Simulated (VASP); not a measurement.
# Au: intraband terms of a metal's spectrum

Au, Im-3m (no. 229), 1 atom in the cell. PBE, independent-particle dielectric function; PAW potentials Au (PBE set).

## Input

INCAR.step1:
```
SYSTEM = Au
EDIFF = 1E-7 ; ENCUT = 270
ISMEAR = 1 ; KPAR = 4
LASPH = .TRUE. ; LCHARG = .TRUE.
LMAXMIX = 4 ; LWAVE = .FALSE.
PREC = Accurate ; SIGMA = 0.1
```

INCAR.step2:
```
SYSTEM = Au
CSHIFT = 0.1 ; EDIFF = 1E-6
ENCUT = 270 ; ICHARG = 11
ISMEAR = 0 ; KPAR = 4
LASPH = .TRUE. ; LCHARG = .FALSE.
LMAXMIX = 4 ; LWAVE = .TRUE.
NBANDS = 20 ; NEDOS = 3000
OMEGAMAX = 30 ; PREC = Accurate
SIGMA = 0.3
```

INCAR.step3, as INCAR.step2 but for:
```
- LWAVE = .TRUE.
+ ALGO = None
+ ISTART = 1
+ LOPTICS = .TRUE.
+ LWAVE = .FALSE.
+ NELM = 1
```

INCAR.step4, as INCAR.step3 but for:
```
+ WPLASMAI = 0.03
```

INCAR.step5 to INCAR.step6 change the same tag again: WPLASMAI = 0.1, 0.3.

INCAR.step7, as INCAR.step6 but for:
```
- WPLASMAI = 0.3
+ RTIME = 20
```

INCAR.step8, as INCAR.step7 but for:
```
- RTIME = 20
+ RTIME = 5
```

INCAR.step9, as INCAR.step8 but for:
```
- RTIME = 5
+ LNABLA = .TRUE.
```

INCAR.step10, as INCAR.step9 but for:
```
- ISMEAR = 0
- LNABLA = .TRUE.
+ ISMEAR = -5
```

KPOINTS.step1:
```
k-points
0
Gamma
  11 11 11
```

KPOINTS.step2:
```
k-points
0
Gamma
  23 23 23
```

POSCAR:
```
Au
1.0
   -1.6572690000      1.6572690000      1.6572690000
    1.6572690000     -1.6572690000      1.6572690000
    1.6572690000      1.6572690000     -1.6572690000
Au
1
Direct
    0.0000000000      0.0000000000      0.0000000000
```

Commands (each step's output is kept before the next begins):
```
cat potpaw_PBE.64/Au/POTCAR > POTCAR
cp INCAR.step1 INCAR
cp KPOINTS.step1 KPOINTS
mpirun -np 4 vasp_std > vasp.out
cp INCAR.step2 INCAR
cp KPOINTS.step2 KPOINTS
mpirun -np 4 vasp_std > vasp.out
cp INCAR.step3 INCAR
mpirun -np 4 vasp_std > vasp.out
cp INCAR.step4 INCAR
mpirun -np 4 vasp_std > vasp.out
cp INCAR.step5 INCAR
mpirun -np 4 vasp_std > vasp.out
cp INCAR.step6 INCAR
mpirun -np 4 vasp_std > vasp.out
cp INCAR.step7 INCAR
mpirun -np 4 vasp_std > vasp.out
cp INCAR.step8 INCAR
mpirun -np 4 vasp_std > vasp.out
cp INCAR.step9 INCAR
mpirun -np 4 vasp_std > vasp.out
cp INCAR.step10 INCAR
mpirun -np 4 vasp_std > vasp.out
```

## Result

- Bands: 20

One ground state, settings moved in the last step alone:

| Settings | Plasma frequency (eV) | Im ε at 0.5 eV | Im ε at 1 eV | Im ε at 2 eV | Im ε at 4 eV | Time (s) |
|---|---|---|---|---|---|---|
| interband part alone | 9.10 | 0.1 | 0.5 | 4.2 | 5.6 | 12 |
| Drude term, WPLASMAI 0.03 | 9.10 | 19.9 | 3.0 | 4.5 | 5.6 | 13 |
| Drude term, WPLASMAI 0.1 | 9.10 | 63.8 | 8.7 | 5.2 | 5.7 | 12 |
| Drude term, WPLASMAI 0.3 | 9.10 | 146.3 | 23.3 | 7.2 | 6.0 | 11 |
| relaxation time RTIME 20 fs | 9.10 | 21.8 | 3.3 | 4.5 | 5.6 | 10 |
| relaxation time RTIME 5 fs | 9.10 | 81.7 | 11.3 | 5.5 | 5.8 | 10 |
| transversal form (LNABLA) | 9.15 | 0.1 | 0.5 | 4.0 | 5.4 | 10 |
| tetrahedron method | – | – | – | – | – | no result |

Limits: Spin-orbit coupling is left out, which can matter with atoms this heavy.

VASP 6.6.1 took 98 s on 4 cores (AMD EPYC 7R43 (Zen 3)), a shared host.
